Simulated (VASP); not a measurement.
# ZnS in VASP: one cell, several levels of theory, part 2 of 2

VASP 6.6.1, plane waves, PAW. Earlier steps stand in the parts before.

## (3) Single point with r2SCAN

The input, INCAR:

```
ENCUT = 520.000000
SIGMA = 0.010000
EDIFF = 1.00e-07
ALGO = Normal
METAGGA = R2SCAN
PREC = Accurate
IBRION = -1
ISIF = 2
ISMEAR = 0
NBANDS = 16
NELM = 120
NSW = 0
LASPH = .TRUE.
LCHARG = .FALSE.
LWAVE = .FALSE.
LREAL = .FALSE.
```

The input, KPOINTS:

```
KPOINTS created by Atomic Simulation Environment
0
Gamma
8 8 8
0 0 0
```

The input, KPOINTS_OPT:

```
special points
6
Reciprocal
0.0000000000 0.0000000000 0.0000000000 1
-0.5000000000 -0.5000000000 0.0000000000 1
-0.3750000000 -0.3750000000 0.2500000000 1
-0.3750000000 0.0000000000 0.3750000000 1
0.0000000000 0.0000000000 0.5000000000 1
-0.5000000000 -0.2500000000 0.2500000000 1
```

The input, POSCAR:

```
Zn S
 1.0000000000000000
    -0.0279060827000000    2.6931206072000000    2.6931206072000000
     2.6931206072000000   -0.0279060827000000    2.6931206072000000
     2.6931206072000000    2.6931206072000000   -0.0279060827000000
 Zn  S
   1   1
Cartesian
 -0.0047017925859801 -0.0047017925859801 -0.0047017925859801
  1.3442855755109802  1.3442855755109799  1.3442855755109799
```

Run with:

```bash
$ mpirun -np 1 vasp_std
```

Printed to the terminal (iteration lines stand in OSZICAR):

```text
POSCAR found type information on POSCAR ZnS
 POSCAR found :  2 types and       2 ions
 -----------------------------------------------------------------------------
|                                                                             |
|                                                                             |
|     You enforced a specific xc type in the INCAR file but a different       |
|     I HOPE YOU KNOW WHAT YOU ARE DOING!                                     |
|                                                                             |
 -----------------------------------------------------------------------------

 LDA part: xc-table for (None), standard interpolation
 POSCAR, INCAR and KPOINTS ok, starting setup
 FFT: planning ... GRIDC
 FFT: planning ... GRID_SOFT
 FFT: planning ... GRID
 WAVECAR not read
 entering main loop
 Start KPOINTS_OPT (optional k-point list driver)
k-point batch [1-6\6]
```

OSZICAR:

```text
N       E                     dE             d eps       ncg     rms          rms(c)
DAV:   1     0.754578026859E+02    0.75458E+02   -0.92231E+03  2080   0.138E+03
DAV:   2    -0.159714522341E+02   -0.91429E+02   -0.85759E+02  2360   0.262E+02
DAV:   3    -0.218807963074E+02   -0.59093E+01   -0.58851E+01  2616   0.660E+01
DAV:   4    -0.219392486921E+02   -0.58452E-01   -0.58444E-01  2528   0.685E+00
DAV:   5    -0.219398956543E+02   -0.64696E-03   -0.64695E-03  2688   0.674E-01    0.703E+00
DAV:   6    -0.188746598912E+02    0.30652E+01   -0.14582E+00  2248   0.372E+01    0.630E+00
DAV:   7    -0.188448119149E+02    0.29848E-01   -0.41875E-01  2640   0.103E+01    0.366E+00
DAV:   8    -0.188606841212E+02   -0.15872E-01   -0.32010E-02  2696   0.170E+00    0.117E+00
DAV:   9    -0.188623274536E+02   -0.16433E-02   -0.31414E-03  2648   0.126E+00    0.104E-01
DAV:  10    -0.188624547617E+02   -0.12731E-03   -0.85383E-04  2544   0.307E-01    0.737E-02
DAV:  11    -0.188624921391E+02   -0.37377E-04   -0.21665E-04  2616   0.373E-01    0.368E-02
DAV:  12    -0.188624990847E+02   -0.69455E-05   -0.72758E-05  2600   0.213E-01    0.101E-02
DAV:  13    -0.188625007168E+02   -0.16322E-05   -0.57197E-06  2672   0.418E-02    0.473E-03
DAV:  14    -0.188625041750E+02   -0.34582E-05   -0.10087E-06  2352   0.803E-03    0.143E-03
DAV:  15    -0.188625045861E+02   -0.41111E-06   -0.30566E-08  1248   0.300E-03    0.101E-03
DAV:  16    -0.188625047899E+02   -0.20375E-06   -0.13808E-08  1176   0.136E-03    0.129E-04
DAV:  17    -0.188625048509E+02   -0.61005E-07   -0.20621E-09  1184   0.372E-04
   1 F= -.18862505E+02 E0= -.18862505E+02  d E =-.191422E-72
       N       E                     dE             ncg
DAV:   1     0.225253230218E+04   -0.32326E+04      192
DAV:   2     0.167640211780E+04   -0.57613E+03      216
DAV:   3     0.164048941116E+04   -0.35913E+02      232
DAV:   4     0.164015572175E+04   -0.33369E+00      240
DAV:   5     0.164015233224E+04   -0.33895E-02      232
DAV:   6     0.164015227248E+04   -0.59757E-04      240
DAV:   7     0.164015227119E+04   -0.12943E-05      240
DAV:   8     0.164015227116E+04   -0.28416E-07      208
```

Parts of OUTCAR:

```text
k-points           NKPTS =     65   k-points in BZ     NKDIM =     65   number of bands    NBANDS=     16

   NELECT =      18.0000    total number of electrons

   dimension x,y,z NGX =    28 NGY =   28 NGZ =   28
   dimension x,y,z NGXF=    56 NGYF=   56 NGZF=   56

  energy-cutoff  :      520.00
  volume of cell :       39.67
      direct lattice vectors                 reciprocal lattice vectors
    -0.027906083  2.693120607  2.693120607    -0.182797182  0.184711157  0.184711157
     2.693120607 -0.027906083  2.693120607     0.184711157 -0.182797182  0.184711157
     2.693120607  2.693120607 -0.027906083     0.184711157  0.184711157 -0.182797182

 k-points in reciprocal lattice and weights: KPOINTS created by Atomic Simulation Env
   0.00000000  0.00000000  0.00000000       0.002
   0.12500000  0.00000000  0.00000000       0.012
   0.25000000  0.00000000  0.00000000       0.012
   0.37500000  0.00000000  0.00000000       0.012
   0.50000000  0.00000000  0.00000000       0.006
   0.12500000  0.12500000  0.00000000       0.012
   0.25000000  0.12500000  0.00000000       0.023
   0.37500000  0.12500000  0.00000000       0.023
[... 57 more k-points ...]

 E-fermi :   1.9564

 k-point     1 :       0.0000    0.0000    0.0000
  band No.  band energies     occupation
      1     -11.8558      2.00000
      2      -4.7010      2.00000
      3      -4.7010      2.00000
      4      -4.6927      2.00000
      5      -4.1596      2.00000
      6      -4.1596      2.00000
      7       1.7520      2.00000
      8       1.7520      2.00000
      9       1.8315      2.00000
     10       4.4224      0.00000
     11       8.6176      0.00000
     12       8.6176      0.00000
     13       8.8324      0.00000
     14      14.0782      0.00000
     15      14.0782      0.00000
     16      14.2836      0.00000

 k-point     2 :       0.1250    0.0000    0.0000
  band No.  band energies     occupation
      1     -11.7387      2.00000
      2      -4.6961      2.00000
      3      -4.6788      2.00000
      4      -4.6719      2.00000
      5      -4.1615      2.00000
      6      -4.1607      2.00000
      7       0.6751      2.00000
      8       1.6058      2.00000
      9       1.6764      2.00000
     10       5.2234      0.00000
     11       8.5452      0.00000
     12       8.8833      0.00000
     13       9.0601      0.00000
     14      13.4528      0.00000
     15      13.5072      0.00000
     16      15.0932      0.00000

 k-point     3 :       0.2500    0.0000    0.0000
  band No.  band energies     occupation
      1     -11.4335      2.00000
      2      -4.6414      2.00000
      3      -4.6290      2.00000
      4      -4.6233      2.00000
      5      -4.1596      2.00000
      6      -4.1565      2.00000
      7      -1.0779      2.00000
      8       1.2852      2.00000
      9       1.3536      2.00000
     10       5.7943      0.00000
     11       9.1843      0.00000
     12       9.2785      0.00000
     13       9.4137      0.00000
     14      13.2135      0.00000
     15      13.3701      0.00000
     16      14.5817      0.00000

 k-point     4 :       0.3750    0.0000    0.0000
  band No.  band energies     occupation
      1     -11.0883      2.00000
      2      -4.5876      2.00000
      3      -4.5875      2.00000
      4      -4.4088      2.00000
      5      -4.1452      2.00000
      6      -4.1397      2.00000
      7      -2.6395      2.00000
      8       0.9974      2.00000
      9       1.0639      2.00000
     10       5.7068      0.00000
     11       9.2675      0.00000
     12       9.3332      0.00000
     13      10.5589      0.00000
     14      14.2349      0.00000
     15      14.3334      0.00000
     16      14.5795      0.00000

 k-point     5 :       0.5000    0.0000    0.0000
  band No.  band energies     occupation
      1     -10.9304      2.00000
      2      -4.5747      2.00000
      3      -4.5738      2.00000
      4      -4.1346      2.00000
      5      -4.1296      2.00000
      6      -3.9694      2.00000
      7      -3.5862      2.00000
      8       0.8852      2.00000
      9       0.9510      2.00000
     10       5.6239      0.00000
     11       9.1803      0.00000
     12       9.2379      0.00000
     13      11.1606      0.00000
     14      14.6148      0.00000
     15      15.6775      0.00000
     16      15.9168      0.00000

 k-point     6 :       0.1250    0.1250    0.0000
  band No.  band energies     occupation
      1     -11.6980      2.00000
      2      -4.7149      2.00000
      3      -4.6599      2.00000
      4      -4.6551      2.00000
      5      -4.1759      2.00000
      6      -4.1484      2.00000
      7       0.7545      2.00000
      8       1.3337      2.00000
      9       1.4025      2.00000
     10       5.5641      0.00000
     11       7.9462      0.00000
     12       9.2785      0.00000
     13       9.3996      0.00000
     14      12.3491      0.00000
     15      14.2892      0.00000
     16      15.6218      0.00000

 k-point     7 :       0.2500    0.1250    0.0000
  band No.  band energies     occupation
      1     -11.4534      2.00000
      2      -4.7007      2.00000
      3      -4.6071      2.00000
      4      -4.6038      2.00000
      5      -4.1839      2.00000
      6      -4.1380      2.00000
      7      -0.5827      2.00000
      8       1.0077      2.00000
      9       1.0698      2.00000
     10       6.3348      0.00000
     11       7.7838      0.00000
     12       9.6839      0.00000
     13       9.9623      0.00000
     14      12.0038      0.00000
     15      14.3036      0.00000
     16      16.0837      0.00000

 k-point     8 :       0.3750    0.1250    0.0000
  band No.  band energies     occupation
      1     -11.1162      2.00000
      2      -4.6173      2.00000
      3      -4.5594      2.00000
      4      -4.4913      2.00000
      5      -4.1599      2.00000
      6      -4.1262      2.00000
      7      -2.1163      2.00000
      8       0.6402      2.00000
      9       0.7529      2.00000
     10       6.4015      0.00000
     11       8.5023      0.00000
     12       9.8306      0.00000
     13      10.0252      0.00000
     14      13.2824      0.00000
     15      15.1354      0.00000
     16      15.4743      0.00000

 k-point     9 :       0.5000    0.1250    0.0000
  band No.  band energies     occupation
      1     -10.8884      2.00000
      2      -4.5745      2.00000
      3      -4.5424      2.00000
      4      -4.2218      2.00000
      5      -4.1273      2.00000
      6      -4.0051      2.00000
      7      -3.2815      2.00000
      8       0.2869      2.00000
      9       0.7066      2.00000
     10       6.3251      0.00000
     11       8.6038      0.00000
     12       9.7727      0.00000
     13      10.9969      0.00000
     14      14.3534      0.00000
     15      15.8381      0.00000
     16      15.9720      0.00000

 k-point    10 :      -0.3750    0.1250   -0.0000
  band No.  band energies     occupation
      1     -10.9435      2.00000
      2      -4.5704      2.00000
      3      -4.5554      2.00000
      4      -4.2709      2.00000
      5      -4.1501      2.00000
      6      -4.1001      2.00000
      7      -2.9523      2.00000
      8       0.1561      2.00000
      9       0.9159      2.00000
     10       6.3912      0.00000
     11       8.7778      0.00000
     12       9.6357      0.00000
     13      10.8147      0.00000
     14      14.0930      0.00000
     15      15.0468      0.00000
     16      16.2241      0.00000

 k-point    11 :      -0.2500    0.1250   -0.0000
  band No.  band energies     occupation
      1     -11.2363      2.00000
      2      -4.6016      2.00000
      3      -4.5928      2.00000
      4      -4.5649      2.00000
      5      -4.1734      2.00000
      6      -4.1326      2.00000
      7      -1.6234      2.00000
      8       0.3395      2.00000
      9       1.2791      2.00000
     10       6.5003      0.00000
     11       8.9931      0.00000
     12       9.4772      0.00000
     13       9.5902      0.00000
     14      12.6306      0.00000
     15      14.7217      0.00000
     16      15.7414      0.00000

 k-point    12 :      -0.1250    0.1250    0.0000
  band No.  band energies     occupation
      1     -11.5594      2.00000
      2      -4.6837      2.00000
      3      -4.6472      2.00000
      4      -4.6320      2.00000
      5      -4.1740      2.00000
      6      -4.1486      2.00000
      7      -0.2032      2.00000
      8       0.9059      2.00000
      9       1.6015      2.00000
     10       6.0412      0.00000
     11       8.3643      0.00000
     12       9.2069      0.00000
     13       9.4902      0.00000
     14      12.5463      0.00000
     15      13.6921      0.00000
     16      16.2052      0.00000

[... the tables of k-points 13 to 65 left out ...]

  Total       -0.2520525     -0.2520525     -0.2520525      0.1259616      0.1259616      0.1259616
  in kB      -10.1790223    -10.1790223    -10.1790223      5.0868999      5.0868999      5.0868999
  external PRESSURE =     -10.1790223 kB  Pullay stress =       0.0000000 kB

 POSITION                                       TOTAL-FORCE (eV/Angst)
 -----------------------------------------------------------------------------------
      5.35363      5.35363      5.35363        -0.004491     -0.004491     -0.004491
      1.34429      1.34429      1.34429         0.004491      0.004491      0.004491
 -----------------------------------------------------------------------------------
    total drift:                               -0.006466     -0.006466     -0.006466

  FREE ENERGIE OF THE ION-ELECTRON SYSTEM (eV)
  ---------------------------------------------------
  free  energy   TOTEN  =       -18.8625048509 eV

  energy  without entropy=      -18.8625048509  energy(sigma->0) =      -18.86250485
```

It took 1.9 min on 1 MPI rank of Intel Xeon Platinum 8488C, shared host; peak memory 0.21 GiB.

The levels at the points of KPOINTS_OPT are read from vasprun.xml.

Band energies at the special points (eV, zero at the top of v, the last band that the electrons fill by count):

```csv
point,v−1,v,c,c+1
Γ,-0.08,0.00,2.59,6.79
X,-2.37,-2.26,3.68,4.44
U,-3.19,-1.94,4.38,6.47
K,-3.23,-1.84,4.54,6.28
L,-0.95,-0.88,3.79,7.35
W,-2.85,-2.80,5.98,6.53
```

Gap with r2SCAN: 2.59 eV, direct (Γ). The pressure is -1.02 GPa; the forces vanish within 0.01 eV/Å.

## (4) What came out

This closing draws on all 2 parts.

```
 level  gap (eV)  pressure (GPa)
   PBE      2.04            1.34
r2SCAN      2.59           -1.02
```

The gap runs from 2.04 eV (PBE) to 2.59 eV (r2SCAN). The pressure is highest with PBE (1.3 GPa) and lowest with r2SCAN (-1.0 GPa), which orders the cells that they would relax to.
